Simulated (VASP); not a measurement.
# CdTe in VASP: how settings move the PBE single point

Aim: see what changed inputs do to the PBE single point of CdTe built on the zincblende prototype, under -2.0 % strain along z alone.

Code: VASP 6.6.1. PAW datasets, plane waves. Computed at 0 K without zero-point motion; spin polarisation is off (in the reference).

## 1. The system as given

The cell comes from an earlier relaxation with r2SCAN in another program, then strained, with the atoms relaxed again. Some of the altered inputs switch spin polarisation on.

The symmetry is I-4m2 (No. 119, tetragonal); a = 4.639 Å, c = 6.429 Å in the conventional setting, 34.58 Å³ an atom. Cd has 4 Te at 2.82 Å; Te has 4 Cd at 2.82 Å.

The structure in full:

```
CELL_PARAMETERS angstrom
0.00000 3.27996 3.21436
3.27996 0.00000 3.21436
3.27996 3.27996 0.00000
ATOMIC_POSITIONS crystal
Cd 0.00000 0.00000 0.00000
Te 0.25000 0.25000 0.25000
```

## 2. The reference run

Contents of INCAR:

```
ENCUT = 520.000000
SIGMA = 0.020000
EDIFF = 1.00e-07
GGA = PE
PREC = Accurate
IBRION = -1
ISIF = 2
ISMEAR = -1
NBANDS = 16
NELM = 120
NSW = 0
LASPH = .TRUE.
LCHARG = .FALSE.
LWAVE = .FALSE.
LREAL = .FALSE.
```

Contents of KPOINTS:

```
KPOINTS created by Atomic Simulation Environment
0
Gamma
6 6 6
0 0 0
```

Contents of POSCAR:

```
Cd Te
 1.0000000000000000
     0.0000000000000000    3.2799551162000000    3.2143560137999998
     3.2799551162000000    0.0000000000000000    3.2143560137999998
     3.2799551162000000    3.2799551162000000    0.0000000000000000
 Cd  Te
   1   1
Cartesian
  0.0000000000000000  0.0000000000000000  0.0000000000000000
  1.6399775581000000  1.6399775581000000  1.6071780069000003
```

A file KPOINTS_OPT adds named points for the levels; it doesn't enter the self-consistent loop.

Potentials: the recommended PBE PAW datasets, 18 valence electrons.

The run is started by

```bash
$ mpirun -np 1 vasp_std
```

## 3. Variant 1

Contents of INCAR:

```
ENCUT = 520.000000
SIGMA = 0.020000
EDIFF = 1.00e-07
PREC = Accurate
IBRION = -1
ISIF = 2
ISMEAR = -1
NBANDS = 16
NSW = 0
LASPH = .TRUE.
LCHARG = .FALSE.
LWAVE = .FALSE.
LREAL = .FALSE.
ISPIN = 2
MAGMOM = -3 3
METAGGA = M06L
NELM = 82
```

KPOINTS is that of step 2.

POSCAR is that of step 2.

## 4. Variant 2

INCAR, as its differences from that of step 2:

```diff
@@ -3,3 +3,2 @@
 EDIFF = 1.00e-07
-GGA = PE
 PREC = Accurate
@@ -15 +14,2 @@
 LREAL = .FALSE.
+METAGGA = MBJ
```

KPOINTS is that of step 2.

POSCAR is that of step 2.

## 5. Variant 3

INCAR, as its differences from that of step 2:

```diff
@@ -9,3 +9,2 @@
 NBANDS = 16
-NELM = 120
 NSW = 0
@@ -14,2 +13,5 @@
 LWAVE = .FALSE.
-LREAL = .FALSE.
+ISPIN = 2
+MAGMOM = 0.5 0.5
+LREAL = .TRUE.
+NELM = 58
```

Contents of KPOINTS:

```
KPOINTS created by Atomic Simulation Environment
0
Gamma
2 2 2
0 0 0
```

POSCAR is that of step 2.

## 6. Variant 4

INCAR, as its differences from that of step 2:

```diff
@@ -9,3 +9,2 @@
 NBANDS = 16
-NELM = 120
 NSW = 0
@@ -15 +14,6 @@
 LREAL = .FALSE.
+NELM = 54
+LDAU = .TRUE.
+LDAUTYPE = 2
+LDAUL = 2 2 2
+LDAUU = 4 4 4
```

KPOINTS is that of step 2.

POSCAR is that of step 2.

What does the calculation give? Wanted: for each run, changed; ending; energy change; pressure; electronic steps; usable.

**Answer**, as computed:

| run | changed | ending | energy change (meV/atom) | pressure (GPa) | gap on the mesh (eV; negative: overlap) | electronic steps | time | usable |
| --- | --- | --- | --- | --- | --- | --- | --- | --- |
| ref. | – | converged | 0 | 2.0 | 0.68 | 15 | 38 s | yes |
| 1 | ISPIN = 2, MAGMOM = -3 3, METAGGA = M06L, NELM = 82 | timeout | – | – | – | 63 | 15 min | no |
| 2 | METAGGA = MBJ | converged | – | – | 1.73 | 59 | 2.6 min | yes |
| 3 | ISPIN = 2, MAGMOM = 0.5 0.5, LREAL = .TRUE., NELM = 58, mesh 2×2×2 | converged | 625.3 | 6.0 | – | 16 | 23 s | no |
| 4 | LDAU = .TRUE., LDAUTYPE = 2, LDAUL = 2 2 2, LDAUU = 4 4 4 | converged | – | 2.1 | 0.85 | 17 | 36 s | no |

**Reading.** Of 4 altered inputs, 1 gave no result, 2 ended normally on a faulty or unsound input, 1 gave usable results.
